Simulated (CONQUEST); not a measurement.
PbS under changes of volume

One of the cells (26.664 Å³/atom); the others are scaled copies at fixed shape and fractional positions:

```
Pb S
1.0
     4.15991    0.00000    0.00000
     0.00000    4.27932    0.00000
     0.00000    0.00000   11.98259
Pb S
4 4
Direct
  0.00000 0.25000 0.13056
  0.50000 0.25000 0.63056
  0.00000 0.75000 0.86944
  0.50000 0.75000 0.36944
  0.00000 0.25000 0.35480
  0.50000 0.25000 0.85480
  0.00000 0.75000 0.64520
  0.50000 0.75000 0.14520
```

Measurements of this composition are mostly on another form, of space group No. 225.

```yaml
Program: CONQUEST 1.3
Functional: PBEsol
Potentials_or_basis: PseudoDojo NC PBEsol, DZP, grid of 40 × 40 × 120 points
k_mesh: 7 × 6 × 3
Occupations: fermi-dirac, width 0.05 eV
Spin: no spin polarisation
```

```tsv
volume (Å³/atom)	energy over the lowest point (meV/atom)	pressure (GPa)	gap on the mesh (eV)	largest force (eV/Å)
25.064	?	?	?	?
25.597	2.39	1.3	1.00	0.372
26.130	0.00	0.1	1.05	0.249
26.664	1.34	-1.0	1.10	0.172
27.197	6.42	-2.0	1.14	0.097
27.730	14.73	-2.9	1.18	0.152
28.263	25.86	-3.8	1.20	0.261
```

Problem. What does the run at 25.064 Å³/atom give?

Solution. Energy over the lowest point 9.20 meV/atom; pressure 2.8 GPa; gap on the mesh 0.94 eV; largest force 0.542 eV/Å.

Worked out: A Birch-Murnaghan fit of order 3 (a polynomial in V^(-2/3)) to the other rows has its minimum at 26.19 Å³/atom with B0 = V·E''(V) = 57 GPa and B' = 3.8 at fixed shape and positions, which overstates the stiffness. It gives 9.21 meV/atom at 25.064 Å³/atom, against the run's 9.20, and -dE/dV = 2.7 GPa, against 2.8. A parabola through the other rows of the gap, of slope 3.13 eV per unit of ln V there, extrapolates to 0.94 eV, against the run's 0.94.

Energies are extrapolated to zero smearing.

Caveats: spin-orbit coupling is left out, which as a rule narrows the gap of such compounds by several tenths of an eV; an odd mesh through Γ misses points on the zone boundary, where band edges often lie; this functional lacks dispersion, which binds the layers, so the pressure and a relaxed spacing across them are unreliable; the basis of atomic orbitals isn't converged, which shifts pressures, moduli and gaps.
